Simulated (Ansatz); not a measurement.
I need a convergence test of the k-point mesh of HfS2, space group P-3m1. Use Ansatz's Python interface. Use (first run): PBE, PAW, the default cutoff (420 eV here), 3×3×2 k-points, fixed occupations. The script varies mesh: (3, 3, 2), (6, 6, 4), (12, 12, 4), (12, 12, 6).

The script reads `hfs2.vasp`:
```text
HfS2
1.0
   3.63966418    0.00000000    0.00000000
  -1.81983209    3.15204164    0.00000000
   0.00000000    0.00000000    6.05556247
Hf S
1 2
Direct
   0.00000000    0.00000000    0.00000000
   0.66666667    0.33333333    0.76395205
   0.33333333    0.66666667    0.23604795
```

`kconv_hfs2.py`
```python
"""Convergence of HfS2 with the k-point mesh."""

import warnings

import ansatz as az
from ase.io import read


def main() -> None:
    warnings.simplefilter("ignore", az.DeckWarning)

    atoms = read("hfs2.vasp", format="vasp")
    system = az.Crystal.from_ase(atoms)

    model = system.calculation().occupations("fixed").stress()

    rows = []
    for value in [(3, 3, 2), (6, 6, 4), (12, 12, 4), (12, 12, 6)]:
        r = model.kpoints(*value).run().report
        rows.append((value, r["free_energy_ev"] / len(r["lattice"]["sites"]), r["n_iterations"], sum(r["stress_gpa"][i][i] for i in range(3)) / 3, r["n_kpoints"]))

    print("        mesh   F/atom (eV)    iterations       P (GPa)      k-points")
    for row in rows:
        print(f"{str(row[0]):>12s}  {row[1]:12.5f}  {row[2]:12d}  {row[3]:12.3f}  {row[4]:12d}")

    # differences from the last row
    for row in rows[:-1]:
        shift = 1000 * (row[1] - rows[-1][1])
        print(f"{row[0]}: {shift:+.2f} meV/atom" + ("  (within 2 meV)" if abs(shift) < 2 else ""))


if __name__ == "__main__":
    main()
```

`python kconv_hfs2.py` gives:
```text
        mesh   F/atom (eV)    iterations       P (GPa)      k-points
   (3, 3, 2)   -5843.32919             7         2.670             6
   (6, 6, 4)   -5843.39280             7         1.921            24
 (12, 12, 4)   -5843.39622             8         1.846            69
 (12, 12, 6)   -5843.39623             8         1.846           100
(3, 3, 2): +67.04 meV/atom
(6, 6, 4): +3.44 meV/atom
(12, 12, 4): +0.01 meV/atom  (within 2 meV)
```

From 12×12×4 on it stays within 2 meV an atom of the value at 12×12×6; the first row (3×3×2) is off by 67.0 meV and the last but one by 0.01 meV. The pressure moves from 2.67 to 1.85 GPa.

Caveats:
- No spin polarisation was allowed.
- Pressure is positive in compression.
- Spin-orbit coupling, which matters for elements this heavy, is left out.
- No functional is typed, so the default, PBE, holds.
- This cell is a computed structure, which may not be the phase found in nature.
- Shifts are counted from the finest mesh, which is itself no proven limit.
- Run time: 19 s on 1 thread of Arm Neoverse V1, on a shared host, peak memory 0.52 GiB.
